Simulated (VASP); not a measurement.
# Mg2Ge (Fm-3m) in VASP: further runs, part 2 of 2

VASP 6.6.1. The steps go on from the part before.

### 3 Phonons, PBE

File INCAR:

```
SYSTEM = Mg2Ge
ALGO = Normal
EDIFF = 1E-8
ENCUT = 520
GGA = PE
IBRION = 8
ISIF = 2
ISMEAR = 0
LASPH = .True.
LCHARG = .False.
LREAL = .False.
LWAVE = .False.
NBANDS = 16
NELM = 100
NSW = 1
PREC = Accurate
SIGMA = 0.01
```

File KPOINTS:

```
k-points
0
Gamma
  10 10 10
  0 0 0
```

File POSCAR:

```
Mg2Ge
1.0
    0.0000000000      3.2109592253      3.2109592253
    3.2109592253      0.0000000000      3.2109592253
    3.2109592253      3.2109592253      0.0000000000
Mg Ge
2 1
Direct
    0.2500000000      0.2500000000      0.2500000000
    0.7500000000      0.7500000000      0.7500000000
    0.0000000000      0.0000000000      0.0000000000
```

Potentials or basis: VASP PAW PBE potentials, release 64 (Mg, Ge_d).

On the command line:

```console
$ cat potpaw_PBE.64/Mg/POTCAR potpaw_PBE.64/Ge_d/POTCAR > POTCAR
$ mpirun -np 1 vasp_std > vasp.out
```

OUTCAR:

```text
SYSTEM = Mg2Ge
   EDIFF = 1E-8
   ENCUT = 520
   GGA = PE
   IBRION = 8
   ISIF = 2
   ISMEAR = 0
   LASPH = .True.
   LREAL = .False.
   NELM = 100
   NSW = 1
   PREC = Accurate

 ion  position               nearest neighbor table
   1  0.250  0.250  0.250-   3 2.78   3 2.78   3 2.78   3 2.78   2 3.21   2 3.21   2 3.21   2 3.21
                             2 3.21   2 3.21
   2  0.750  0.750  0.750-   3 2.78   3 2.78   3 2.78   3 2.78   1 3.21   1 3.21   1 3.21   1 3.21
                             1 3.21   1 3.21
   3  0.000  0.000  0.000-   2 2.78   2 2.78   2 2.78   1 2.78   2 2.78   1 2.78   1 2.78   1 2.78

  LATTYP: Found a face centered cubic cell.
 ALAT       =     6.4219184506

  Lattice vectors:

 A1 = (   0.0000000000,   3.2109592253,   3.2109592253)
 A2 = (   3.2109592253,   0.0000000000,   3.2109592253)
 A3 = (   3.2109592253,   3.2109592253,   0.0000000000)

Analysis of symmetry for initial positions (statically):
=====================================================================
 Subroutine PRICEL returns:
 Original cell was already a primitive cell.

 Routine SETGRP: Setting up the symmetry group for a
 face centered cubic supercell.

 Subroutine GETGRP returns: Found 48 space group operations
 (whereof 48 operations were pure point group operations)
 out of a pool of 48 trial point group operations.

The static configuration has the point symmetry O_h .

Analysis of symmetry for dynamics (positions and initial velocities):
=====================================================================
 Subroutine PRICEL returns:
 Original cell was already a primitive cell.

 Routine SETGRP: Setting up the symmetry group for a
 face centered cubic supercell.

 Subroutine GETGRP returns: Found 48 space group operations
 (whereof 48 operations were pure point group operations)
 out of a pool of 48 trial point group operations.

The dynamic configuration has the point symmetry O_h .

 Subroutine INISYM returns: Found 48 space group operations
 (whereof 48 operations are pure point group operations),
 and found     1 'primitive' translations

----------------------------------------------------------------------------------------

                                     Primitive cell

  volume of cell :      66.2116

  direct lattice vectors                    reciprocal lattice vectors
     0.000000000  3.210959225  3.210959225    -0.155716708  0.155716708  0.155716708
     3.210959225  0.000000000  3.210959225     0.155716708 -0.155716708  0.155716708
     3.210959225  3.210959225  0.000000000     0.155716708  0.155716708 -0.155716708

  length of vectors
     4.540982085  4.540982085  4.540982085     0.269709250  0.269709250  0.269709250

  position of ions in fractional coordinates (direct lattice)
     0.250000000  0.250000000  0.250000000
     0.750000000  0.750000000  0.750000000
[... 142 lines left out ...]
      3     -20.2859      2.00000
      4     -20.2686      2.00000
      5     -20.2686      2.00000
      6      -6.2520      2.00000
[... 433 lines left out ...]
      3     -20.2842      2.00000
      4     -20.2691      2.00000
      5     -20.2679      2.00000
      6      -5.0673      2.00000
[... 8 lines left out ...]
     15      11.4803      0.00000
     16      12.6304      0.00000

 [... further k-points ...]
[... 5 lines left out ...]
  --------------------------------------------------------------------------------------
  -------------------------------------------------------------------------------------
  Total       -0.0612852     -0.0612852     -0.0612852     -0.0000000      0.0000000     -0.0000000
  in kB       -1.4829675     -1.4829675     -1.4829675     -0.0000000      0.0000000     -0.0000000
  external PRESSURE =      -1.4829675 kB  Pullay stress =       0.0000000 kB

 VOLUME and BASIS-vectors are now :
 -----------------------------------------------------------------------------
  energy-cutoff  :      520.00
  volume of cell :       66.21
      direct lattice vectors                 reciprocal lattice vectors
     0.000000000  3.210959225  3.210959225    -0.155716708  0.155716708  0.155716708
     3.210959225  0.000000000  3.210959225     0.155716708 -0.155716708  0.155716708
     3.210959225  3.210959225  0.000000000     0.155716708  0.155716708 -0.155716708

 POSITION                                       TOTAL-FORCE (eV/Angst)
 -----------------------------------------------------------------------------------
      1.60548      1.60548      1.60548         0.000000      0.000000     -0.000000
      4.81644      4.81644      4.81644        -0.000000     -0.000000      0.000000
      0.00000      0.00000      0.00000        -0.000000     -0.000000     -0.000000
 -----------------------------------------------------------------------------------
    total drift:                               -0.000000      0.000000      0.000000

  FREE ENERGIE OF THE ION-ELECTRON SYSTEM (eV)
  ---------------------------------------------------
  free  energy   TOTEN  =        -8.3617455166 eV

  energy  without entropy=       -8.3617455166  energy(sigma->0) =       -8.36174552

[... ionic steps 2 to 9 ...]

--------------------------------------- Ionic step       10  -------------------------------------------

 Free energy of the ion-electron system (eV)
  ---------------------------------------------------
  ---------------------------------------------------
  free energy    TOTEN  =        -0.19832360 eV

  energy without entropy =       -0.19832360

------------------------ aborting loop because EDIFF is reached ----------------------------------------

 INTERNAL STRAIN TENSOR  FOR ION    3  DIRECTION 1   (eV/Angst):
 -----------------------------------------------------------------------------
    -0.02154 -0.00000  0.00000
     0.00000  0.01338  0.00000
     0.00000  0.00000  0.01338

 INTERNAL STRAIN TENSOR FOR ION    3 for displacements in x,y,z  (eV/Angst):
          X           Y           Z          XY          YZ          ZX
  --------------------------------------------------------------------------------
  x     0.00000     0.00000     0.00000     0.00000     0.00000     0.00000
  y     0.00000     0.00000     0.00000     0.00000     0.00000     0.00000
  z     0.00000     0.00000     0.00000     0.00000     0.00000     0.00000

 SECOND DERIVATIVES (NOT SYMMETRIZED)
 ------------------------------------
               1X          1Y          1Z          2X          2Y          2Z          3X          3Y          3Z
  1X    -3.909135    0.000000    0.000000    1.595170    0.000000    0.000000    2.313965    0.000000    0.000000
  1Y     0.000000   -3.909135    0.000000    0.000000    1.595170    0.000000    0.000000    2.313965    0.000000
  1Z     0.000000    0.000000   -3.909135    0.000000    0.000000    1.595170    0.000000    0.000000    2.313965
  2X     1.595170    0.000000    0.000000   -3.909135    0.000000    0.000000    2.313965    0.000000    0.000000
  2Y     0.000000    1.595170    0.000000    0.000000   -3.909135    0.000000    0.000000    2.313965    0.000000
  2Z     0.000000    0.000000    1.595170    0.000000    0.000000   -3.909135    0.000000    0.000000    2.313965
  3X     2.353245    0.000000    0.000000    2.353245    0.000000    0.000000   -4.706490    0.000000    0.000000
  3Y     0.000000    2.353245    0.000000    0.000000    2.353245    0.000000    0.000000   -4.706490    0.000000
  3Z     0.000000    0.000000    2.353245    0.000000    0.000000    2.353245    0.000000    0.000000   -4.706490

 Eigenvectors and eigenvalues of the dynamical matrix
 ----------------------------------------------------

   1 f  =    7.439679 THz    46.744880 2PiTHz  248.160971 cm-1    30.768025 meV
             X         Y         Z           dx          dy          dz
      1.605480  1.605480  1.605480     0.703605    0.070285   -0.000000
      4.816439  4.816439  4.816439    -0.703605   -0.070285    0.000000
      0.000000  0.000000  0.000000     0.000000    0.000000    0.000000
[... 43 lines left out ...]
   9 f/i=    0.025838 THz     0.162347 2PiTHz    0.861874 cm-1     0.106859 meV
             X         Y         Z           dx          dy          dz
      1.605480  1.605480  1.605480    -0.097122   -0.238788   -0.368887
      4.816439  4.816439  4.816439    -0.097122   -0.238788   -0.368887
      0.000000  0.000000  0.000000    -0.166459   -0.409265   -0.632245

--------------------------------------------------------------------------------------------------------

 ELASTIC MODULI CONTR FROM IONIC RELAXATION (kBar)
 Direction    XX          YY          ZZ          XY          YZ          ZX
 --------------------------------------------------------------------------------
 XX           0.0000      0.0000      0.0000      0.0000      0.0000      0.0000
 YY           0.0000      0.0000      0.0000      0.0000      0.0000      0.0000
 ZZ           0.0000      0.0000      0.0000      0.0000      0.0000      0.0000
 XY           0.0000      0.0000      0.0000    -10.6492      0.0000     -0.0000
 YZ           0.0000      0.0000      0.0000      0.0000    -10.6492     -0.0000
 ZX           0.0000      0.0000      0.0000     -0.0000     -0.0000    -10.6492
 --------------------------------------------------------------------------------
```

Wall time 4.2 min (1 thread of Intel Xeon Platinum 8488C (Sapphire Rapids), shared host); peak memory 0.54 GiB.

Results:

- Highest phonon frequency at Γ, LO-TO splitting left out: 248 cm⁻¹

Phonon frequencies in cm⁻¹ (negative: imaginary):
| q point | frequencies |
| --- | --- |
| (0.000, 0.000, 0.000) | -1 -1 -1 209 209 209 248 248 248 |
